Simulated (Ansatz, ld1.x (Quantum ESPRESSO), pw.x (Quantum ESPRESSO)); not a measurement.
**From atom to crystal: RRKJ potential for V (Z = 23)**

* Element: V (Z = 23)
* Generator: ld1.x (Quantum ESPRESSO) 7.5
* Type: norm-conserving RRKJ (Kleinman–Bylander form)
* Functional: PBEsol
* Relativity: scalar-relativistic
* Frozen core: [Ar]
* Valence charge: 5
* Reference configuration: 3d3 4s2 4p0
* Partial waves: 4p (bound, empty): rc 2.75 bohr; 3d (bound): rc 2.10 bohr; 4s (bound): rc 2.50 bohr
* Local potential: the s channel
* Core correction: a·sin(br)/r model core inside 1.95 bohr

Crystal test: fcc V in pw.x 7.5, no spin, 15³ k-points, Fermi–Dirac smearing 0.01 Ry, cutoffs 60/240 Ry. The reference is all-electron LAPW (Ansatz 0.2.0) with the same functional, mesh and smearing; V0 and B0 come from Birch–Murnaghan fits to the pressures at five volumes. Errors are pseudo minus all-electron; Δ is the rms difference of the E(V) curves that follow from these fits, minima aligned, over ±6 % about the mean V0. Mesh and smearing are coarse, so the numbers serve the comparison and aren't converged zero-temperature values; the lattice is a test structure that the element need not adopt.

| V (Å³/atom) | P all-electron (GPa) | P pseudo (GPa) |
| --- | --- | --- |
| 12.769 | 10.32 | 28.79 |
| 13.105 | 4.72 | 21.70 |
| 13.441 | -0.24 | 15.38 |
| 13.777 | -4.64 | 9.74 |
| 14.113 | -8.53 | 4.72 |

All-electron: a0 = 3.773 Å (V0 = 13.42 Å³/atom), B0 = 187.5 GPa.

Pseudopotential: mean pressure error (GPa): +15.74. The pressure does not cross zero within the volumes sampled, so no fit is given. The largest radius (2.75 bohr) exceeds half the bond length (2.52 bohr), so the spheres overlap, which is one possible source of error among others. This is a poor potential for the solid.

**Question.** At the middle volume, how do free energy and pressure move when the wave cutoff is lowered (ecutrho kept at four times it)?

**Answer.**

```
cutoff (Ry)  shift of F (meV/atom)  shift of P (GPa)
         27                +3664.4           -204.71
         36                 +137.7            -17.98
         48                  +12.3             -0.24
```

The run at the middle volume (120 k-points, 8 iterations) took about 7.5 s on one core of a shared host (Neoverse-V1, 32 threads, 247 GiB, load 13).
